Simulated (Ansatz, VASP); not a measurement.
## LiH with different potentials

System: LiH (rock salt type, first atom moved by 0.06 Å along [111]), 2 atoms in the cell.

```
Li H
1.0
     0.00000    2.01000    2.01000
     2.01000    0.00000    2.01000
     2.01000    2.01000    0.00000
Li H
1 1
Direct
  0.00862 0.00862 0.00862
  0.50000 0.50000 0.50000
```

All runs use HSE06; k-mesh 4×4×4 Γ-centred; Fermi–Dirac smearing of 0.05 eV; no spin polarisation. Exact exchange at q = 0 is regularized (HFRCUT = 0 in VASP). VASP pressures are printed at a fixed basis; Ansatz's pressures include its basis correction. The all-electron reference is a plane-wave run on PAW datasets generated for this crystal and functional, not LAPW.

```tsv
run	pressure (GPa)	Fx on Li1 (eV/Å)
Ansatz PAW soft set 1, 420 eV	-0.55	-0.034
VASP, Li_sv/H, 649 eV	-0.89	-0.034
Ansatz hand-made PAW, 800 eV	-0.58	-0.034
Ansatz PAW hard set, 700 eV	-0.59	-0.034
Ansatz with JTH PAW, 1170 eV	-0.47	-0.034
```

Problem. What does the all-electron calculation give for these quantities?

Solution. Ansatz all-electron PAW datasets made for this crystal, 250 eV: pressure -0.59 GPa, Fx on Li1 -0.034 eV/Å. All forces:

```json
{"atom": "Li1", "Fx (eV/Å)": "-0.034", "Fy (eV/Å)": "-0.034", "Fz (eV/Å)": "-0.034"}
{"atom": "H2", "Fx (eV/Å)": "0.034", "Fy (eV/Å)": "0.034", "Fz (eV/Å)": "0.034"}
```

The k-mesh is modest, so these values aren't fully converged in k. Potentials made with PBE were used with another functional (at least in: VASP, Li_sv/H, 649 eV; Ansatz PAW hard set, 700 eV; Ansatz with JTH PAW, 1170 eV).
